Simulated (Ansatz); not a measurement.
Crystal: FeO (Wuestite).

```
Fe O
1.0
     0.00000    2.15540    2.15540
     2.15540    0.00000    2.15540
     2.15540    2.15540    0.00000
Fe O
1 1
Cartesian
  0.0000 0.0000 0.0000
  2.1554 2.1554 2.1554
```

Program: Ansatz 0.2.0. Alike in all runs: potentials or basis all-electron LAPW, scalar-relativistic; spin collinear, ferromagnetic start; cell as given; k mesh 11 × 11 × 11; cutoff (eV) 349; basis error allowed 0.001 eV/atom.

Task: Order these runs on this cell by their pressure, lowest first.
A. level LDA; smearing fermi-dirac 0.05 eV
B. level PBEsol; smearing fermi-dirac 0.05 eV
C. level PBE; smearing gaussian 0.028 eV

Result: A (-15.6 GPa), B (-8.6 GPa), C (-0.4 GPa).

Caveats: a cell with one magnetic atom can't hold antiferromagnetic order, which such compounds often take.

Not every run made on this cell is shown here.
